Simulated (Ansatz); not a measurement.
# SiNi (NiAs type): the cost of one run

Program: Ansatz 0.2.0. Level of theory: DFT PBE, with the methods named in each step. These are calculated values, not measurements.

## 1. The starting structure

Symmetry: P6_3/mmc, No. 194, hexagonal system. The conventional cell has a = 3.311 Å, b = 3.311 Å, c = 5.133 Å, α = 90.00°, β = 90.00°, γ = 120.00°. Ni (site symmetry -3m) is surrounded by 6 Si at 2.30 Å and 2 Ni at 2.57 Å. Si (site symmetry -6m2) is surrounded by 6 Ni at 2.30 Å.

Structure file:

```
Ni Si
1.0
     3.31134    0.00000    0.00000
    -1.65567    2.86770    0.00000
     0.00000    0.00000    5.13257
Ni Si
2 2
Direct
  0.00000 0.00000 0.00000
  0.00000 0.00000 0.50000
  0.33333 0.66667 0.25000
  0.66667 0.33333 0.75000
```

Whether this phase is the stable one at these pressures isn't tested.

Atoms are numbered in the order of the input: Ni1, Ni2, Si3, Si4.

## 2. Cell relaxed at zero pressure, PAW

Input file input.yaml:

```yaml
crystal:
  lattice:
    - [3.3113362, 0.0, 0.0]
    - [-1.6556681, 2.8677012697, 0.0]
    - [0.0, 0.0, 5.13257111]
  atoms:
    - { symbol: Ni, position: [0.0, 0.0, 0.0] }
    - { symbol: Ni, position: [0.0, 0.0, 0.5] }
    - { symbol: Si, position: [0.3333333333, 0.6666666667, 0.25] }
    - { symbol: Si, position: [0.6666666667, 0.3333333333, 0.75] }
kpoints:
  mp_grid: { grid: [11, 11, 6] }
scf:
  occupations: { method: fermi_dirac, width: 0.1 }
hamiltonian:
  xc: pbe
  pseudopotentials: { kind: paw }
output:
  forces: true
  stress: true
relax:
  f_tol: 0.005
  max_steps: 40
  cell: {}
```

Command:

```sh
ansatz run input.yaml --threads 1 --pin off --max-ram 3072MiB --backend cpu --events-out ev --progress --plain --runs-dir out
```

Q: Estimate wall time and peak memory on 1 thread of Intel Xeon 6975P-C (Granite Rapids), shared host.

About 20 s, with a peak of 0.43 GiB.
